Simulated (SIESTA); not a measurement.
Runs of SIESTA 5.4.2 on SnTe. Symmetry: Fm-3m, No. 225, cubic system. Conventional cell: a = 6.302 Å, b = 6.302 Å, c = 6.302 Å, α = 90.00°, β = 90.00°, γ = 90.00°. Around Te (site symmetry m-3m) lie 6 Sn at 3.15 Å. Sn (site symmetry m-3m) is surrounded by 6 Te at 3.15 Å. 

```csv
task,level,potentials or basis,spin,cell,k mesh,optimiser,force tolerance,displacement,polarization grid,grid cutoff,energy shift,pressure (GPa)
band structure,PBE,"PseudoDojo 0.4 standard (PBE files), TZP (energy shift 0.01 Ry)",off,as given,7 × 7 × 7,-,-,-,-,500 Ry,0.01 Ry,(a)
band structure,PBEsol,"PseudoDojo 0.4 standard (PBEsol files), DZP (energy shift 0.003 Ry; two zetas on semicore shells)",off,as given,7 × 7 × 7,-,-,-,-,500 Ry,0.003 Ry,0.3
single point,PBE,"PseudoDojo 0.4 standard (PBE files), DZP (energy shift 0.003 Ry; two zetas on semicore shells)",off,as given,7 × 7 × 7,-,-,-,-,500 Ry,0.003 Ry,2.9
relaxation of the atoms,OLYP,"PseudoDojo 0.4 standard (PBE files), DZP (energy shift 0.01 Ry)","non-collinear, ferromagnetic start",atoms relaxed,5 × 5 × 5,CG,0.01 eV/Å,-,-,500 Ry,0.01 Ry,3.7
```

Alike in all rows: smearing fermi-dirac 0.05 eV.

Fill in the values left out.

(a) 2.8.

Caveats: the basis of atomic orbitals isn't converged, which shifts pressures, moduli and gaps; semicore shells carry a single zeta, which can move pressures by several GPa and volumes by a few percent (some runs); the potentials were made for another functional, which shifts forces and pressure (some runs).

Not every run made on this cell is shown here.
